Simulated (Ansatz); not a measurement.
Crystal: Cr.

```
CELL_PARAMETERS angstrom
-1.48062 1.47267 1.42275
1.54907 -1.49642 1.51495
1.46692 1.48272 -1.44651
ATOMIC_POSITIONS crystal
Cr 0.00654 0.99508 0.97674
```

The cell isn't the ideal one: cell strained at random at fixed volume.

Below is the output of Ansatz 0.2.0 for this cell. Logs are shortened: lines on timing, memory, paths and dates and some standing lists are left out, and cuts for length are marked.

```text
Warning: RAYON_NUM_THREADS=2 ignored (pool sized by the plan → 2); use --threads N
Cr: projections on atomic orbitals take those of the free atom 1s2 2s2 2p6 3s2 3p6 3d5 4s1, of charge +0.00 (hamiltonian.pseudopotentials.projection_atoms)
LAPW: plane waves up to 8.730 Å⁻¹, error target 1.0e-3 eV per atom; small_component_spin mean_spin; Cr in spheres of 1.263 Å, 14 of its electrons in bands, Dirac shells [] (how accurate: hamiltonian.pseudopotentials.lapw.basis_error, Limitations)
Engine: ansatz 0.2.0, aarch64-unknown-linux-gnu
Pseudopotentials: kind: all_electron
Pseudopotential: Cr, LAPW, valence charge 14, lapw/all_electron/scalar/gaussian/Cr, Koelling and Harmon's equation, gaussian nucleus
Functional definition: PBEsol
  exchange = pbesol_x
  correlation = pbesol_c
Crystal: 1 atoms, lattice volume = 13.084 Å³
Basis set: ecut = 290.3998837964986 eV, 141 PW (Γ), exchange–correlation at level 2
Bands: 13, of which v1, the nominal top of the filled ones, is band 7 counted from 1 (6 counted from 0)
Symmetry: 2 space group operations
Space group: P-1 (ITA 2), of the structure as read, at distance tolerance 2.4e-5 Å
Magnetic group: BNS 2.4 (UNI 4), of the structure as read, at distance tolerance 2.4e-5 Å
k-points: 868 of 1728
Non-local potential: Cr, projectors of the file, none
Initial density: superposition of atomic densities (chi_scale 0.1, normalization cell)
Starting moments: Σ|m| = 3 μB on 1 of 1 site
Initial wavefunctions: plane waves of lowest kinetic energy (no species holds an atomic orbital)
Functional: x = pbesol(κ = 0.804, μ = 0.12345679012345678), c = pbesol(β = 0.046)
iter 1 solved again at ethr=1.97e-3 eV; its pass at ethr=1.00e-1 eV (dr2=2.76e-1 eV) is discarded
SCF iter   1: F=—  HF=-28567.223899 eV  |F-HF|=—  |Δ(HF+E_count)|=         —  Δρ=1.35e-1 (↑1.35e-1 ↓1.07e-1)  dr2=2.77e-1  dr2_m=1.67e0  M=0.271 μB ∫|m|=0.272 μB  β_m=0.30  ethr=1.97e-3  ⟨swp⟩=2.0  Hψ=147262  notcnv=0
Mixer restart at iter 1: flushing history
preconditioner: auto → none  [metal: Δε(μ)=0.006 eV  Ē_g=11.105 eV  σ=0.050 eV  W_gap=0.03  n_scr=0 (ndim 8)  ℏωp=25.1 eV  f_vac=0.000  D(μ)=0.96/eV (n_scr^D=12)]
[... 14 lines left out ...]
SCF converged after 11 iterations
Magnetization: 0.0000 μB (7.0000 up, 7.0000 down)
Absolute magnetization: 0.0000 μB (∫|ρ↑−ρ↓|)
Spin contamination: 0.0000 ħ² per cell (⟨S²⟩ above its minimum at these occupations)
Per-site moments (μB) at R_I (Å): [(3.8287783610257975e-8, 1.2634492114982045)]
Free energy (F): -28567.030983 eV
Harris-Foulkes:  -28567.030983 eV  (|F-HF|=2.91e-11)
Internal energy: -28567.025278 eV  (E = F + TS)
E sigma→0 (E₀):  -28567.028130 eV
Entropy (-TS):   -0.005706 eV (-5.706 meV/atom)
Fermi energy:    17.065857 eV
--- Per-component energies (eV) ---
  E_band       = -174.356463
  E_kinetic    = 28888.503109
  E_xc         = -1296.999300
  E_electrostatic = -56158.529086  (all electrons and nuclei)
  E_smearing   = -0.005706  (= −TS)
  E_closure    = 0.000000  (closes the sum)
  E_atoms      = -28556.990232  (free atoms, spherical and without spin; not in F)
  Σ components = -28567.030983   (vs F -28567.030983, Δ=0.00e0)
  Basis errors (estimates in eV, not in F): energy 2.3e-4 per atom: plane waves 2.0e-4 (1.1e-4 summed), levels above the bands 9.4e-141, relativity 6.7e-9, radial functions 3.6e-5, core shells 5.0e-8; eigenvalues (radial functions only) 1.6e-6; not estimated: angular momenta, meshes, grids; target (lapw.basis_error) 1.0e-3; muffin-tin radii Cr 1.263 Å
--- Forces (eV/Å), atoms counted from 1 ---
  atom   1  Cr     0.00000000     0.00000000     0.00000000
  max |Σ_I F_I| component: 0.00e0 eV/Å
--- Stress (GPa, compression-positive) ---
      -35.812211       0.234044      -2.525234
        0.234044     -30.802413       0.813298
       -2.525234       0.813298     -29.361015
  P = ⅓ Tr σ = -31.9919 GPa (-319.919 kbar)
--- Band table (eV; the first three rows and the last of 1736) ---
  k-point 0 ↑: bands = ["-54.5192", "-25.6141", "-25.5641", "-25.5325", "9.6568", "16.1092", "16.2753", "16.6271", "18.0159", "18.1766", "37.6920", "38.4016", "39.0491"]
  k-point 1 ↑: bands = ["-54.5105", "-25.6278", "-25.5983", "-25.5424", "9.9288", "16.0901", "16.3745", "16.6184", "17.9159", "18.1661", "37.2805", "38.0451", "38.8630"]
  k-point 2 ↑: bands = ["-54.4866", "-25.7304", "-25.6401", "-25.5550", "10.6995", "15.9703", "16.2636", "17.0128", "17.7405", "18.1639", "35.2503", "37.1902", "38.9087"]
  k-point 867 ↓: bands = ["-54.2964", "-26.0617", "-26.0094", "-25.9647", "13.4247", "13.4877", "18.9643", "19.2277", "19.4109", "26.0618", "26.7352", "26.9812", "32.5161"]
--- Löwdin populations: 1 site ---
  site symbol       q [e]    m [muB]
     0     Cr     23.9078     0.0000
  spilling = 0.003843 (of n_electrons = 24.000000)
```

Question: Write the input and the command behind it.

Answer: Single point with PBEsol, collinear spin, ferromagnetic start. The files as run (others can give the same):

input.yaml
```yaml
crystal:
  lattice:
    - [-1.480624, 1.472666, 1.422752]
    - [1.549071, -1.496421, 1.514953]
    - [1.466923, 1.48272, -1.446506]
  atoms:
    - { symbol: Cr, position: [0.006545, -0.004915, -0.023264], spin: 3.0 }
kpoints:
  mp_grid: { grid: [12, 12, 12] }
scf:
  occupations: { method: fermi_dirac, width: 0.05 }
hamiltonian:
  xc: pbesol
  pseudopotentials: { kind: all_electron, lapw: { basis_error: 0.001 } }
magnetization:
  spin_polarized: true
output:
  forces: true
  stress: true
  eigenvalues: true
  populations: true
```

Potentials or basis: all-electron LAPW, scalar-relativistic.
Launch:
```console
$ ansatz run input.yaml --threads 2 --pin off --max-ram 6144MiB --backend cpu --events-out ev --progress --plain --runs-dir out
```

Caveat: the cell as given lies far from equilibrium; the starting moments collapsed, and a magnetic state may lie lower; the starting moments weren't kept.
